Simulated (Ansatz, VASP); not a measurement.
# Al in VASP and in Ansatz

The input INCAR:

```
ALGO = Normal
EDIFF = 1E-6
ENCUT = 520
GGA = PS
ISIF = 2
ISMEAR = -1
LASPH = T
LCHARG = F
LREAL = F
LWAVE = F
NBANDS = 8
NELM = 80
PREC = Accurate
SIGMA = 0.05
```

File KPOINTS:

```
k-points
0
Gamma
  12 12 12
```

POSCAR

```
Al
1.0
   -1.5697130985      1.5697130985      1.5697130985
    1.5697130985     -1.5697130985      1.5697130985
    1.5697130985      1.5697130985     -1.5697130985
Al
1
Direct
    0.0000000000      0.0000000000      0.0000000000
```

Contents of input.yaml:

```yaml
crystal:
  lattice:
    - [-1.5697130985, 1.5697130985, 1.5697130985]
    - [1.5697130985, -1.5697130985, 1.5697130985]
    - [1.5697130985, 1.5697130985, -1.5697130985]
  atoms:
    - { symbol: Al, position: [0.0, 0.0, 0.0] }
kpoints:
  mp_grid: { grid: [12, 12, 12] }
scf:
  occupations: { method: fermi_dirac, width: 0.05 }
hamiltonian:
  xc: pbesol
  pseudopotentials: { kind: all_electron, lapw: { basis_error: 0.001 } }
output:
  forces: true
  stress: true
  eigenvalues: true
```

Change from the starting cell: volume scaled by 0.96.

Alike in both runs: task single point; functional PBEsol; k mesh 12 × 12 × 12; occupations fermi-dirac, width 0.05 eV; no spin polarisation.

|  | VASP | Ansatz |
| --- | --- | --- |
| version | VASP 6.6.1 | Ansatz 0.2.0 |
| potentials or method | VASP PAW PBE potentials, release 64 (Al) | all-electron LAPW, scalar-relativistic |
| plane-wave cutoff (eV) | 520 | see its input |

```csv
,VASP,Ansatz,Ansatz less VASP
gap on the k mesh at the Fermi level (eV),none,none,-
pressure (GPa),5.9,5.9,-0.08
```

A gap of «none» marks a metal or a gap that the smearing closes. Ansatz ran all-electron here, so the differences hold the error of VASP's frozen core and of both bases.

Caveats: the PAW data sets were made with another functional, which shifts forces and pressure a little (VASP).
